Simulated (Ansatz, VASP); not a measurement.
Two plane-wave programs on ZnH

INCAR

```
ALGO = Normal ; EDIFF = 1E-7
EDIFFG = -0.01 ; ENCUT = 600
GGA = PE ; IBRION = 2
ISIF = 3 ; ISMEAR = 0
LASPH = True ; LCHARG = False
LREAL = False ; LWAVE = False
NELM = 100 ; NSW = 100
PREC = Accurate ; SIGMA = 0.1
```

The input KPOINTS:

```
k-points
0
Gamma
  22 22 22
```

POSCAR

```
ZnH
1.0
    0.0000000000      2.2085089438      2.2085089438
    2.2085089438      0.0000000000      2.2085089438
    2.2085089438      2.2085089438      0.0000000000
Zn H
1 1
Direct
    0.0000000000      0.0000000000      0.0000000000
    0.7500000000      0.7500000000      0.7500000000
```

Input for Ansatz:

```yaml
crystal:
  lattice:
    - [0.0, 2.2085089438, 2.2085089438]
    - [2.2085089438, 0.0, 2.2085089438]
    - [2.2085089438, 2.2085089438, 0.0]
  atoms:
    - { symbol: Zn, position: [0.0, 0.0, 0.0] }
    - { symbol: H, position: [0.75, 0.75, 0.75] }
basis:
  ecutwfc: 420
kpoints:
  mp_grid: { grid: [22, 22, 22] }
hamiltonian:
  xc: pbe
scf:
  occupations: { method: gaussian, width: 0.1 }
output:
  forces: true
  stress: true
  eigenvalues: true
relax:
  adjacent_minimum: "off"
  f_tol: 0.01
  max_steps: 80
  cell: { stress_tol: 0.05 }
```

Change from the starting cell: species swapped into the AlP type (F-43m, No. 216).

Alike in both runs: task relaxation of cell and atoms; functional PBE; k mesh 22 × 22 × 22; occupations gaussian, width 0.1 eV; no spin polarisation.

|  | VASP | Ansatz |
| --- | --- | --- |
| version | VASP 6.6.1 | Ansatz 0.2.0 |
| potentials or method | VASP PAW PBE potentials, release 64 (Zn, H) | scalar-relativistic, plane waves, PAW |
| plane-wave cutoff (eV) | 600 | 420 |
| valence electrons in the cell | 13 | 13 |

Ansatz gave:

```
gap on the k mesh at the Fermi level, each at its own relaxed structure (eV) : none
relaxed volume (Å³/atom)                                                     : 10.88
relaxed cell length with the largest relative difference (Å)                 : 3.134
```

Q: Estimate VASP's values.

A: gap on the k mesh at the Fermi level, each at its own relaxed structure (eV): none; relaxed volume (Å³/atom): 10.91; relaxed cell length with the largest relative difference (Å): 3.137.

A gap of «none» marks a metal or a gap that the smearing closes.
